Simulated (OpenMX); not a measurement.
The system is KMgF3.

```xyz
5
Lattice="3.9859 0.0000 0.0000 0.0000 3.9859 0.0000 0.0000 0.0000 3.9859" Properties=species:S:1:pos:R:3 pbc="T T T"
K     1.9929    1.9929    1.9929
Mg    0.0000    0.0000    0.0000
F     0.0000    0.0000    1.9929
F     0.0000    1.9929    0.0000
F     1.9929    0.0000    0.0000
```

Base run:

| Property | Result |
| --- | --- |
| Program | OpenMX 3.8.5 |
| Functional | PBE |
| Potentials or basis | OpenMX 2013 PBE set, K10.0-s3p2, Mg7.0-s3p2, F6.0-s2p2, grid cutoff 500 Ry |
| k mesh | 5 × 5 × 5 |
| Occupations | fermi-dirac, width 0.05 eV |
| Spin | no spin polarisation |

Its results: band gap on the k mesh 7.40 eV, indirect (least direct gap 7.88 eV); pressure 7.1 GPa.

**Question.** The run is repeated on the same cell with these changes: potentials or basis from OpenMX 2013 PBE set, K10.0-s3p2, Mg7.0-s3p2, F6.0-s2p2, grid cutoff 500 Ry to OpenMX 2013 PBE set, K10.0-s3p2d1, Mg7.0-s3p2d1, F6.0-s2p2d1, grid cutoff 500 Ry. What comes out?

**Answer.** Band gap on the k mesh 7.52 eV, indirect (least direct gap 7.78 eV); pressure 5.1 GPa.

Caveats: the basis of atomic orbitals isn't converged, which shifts pressures, moduli and gaps; the mesh misses the band edges, which the band path finds closer together (some runs).
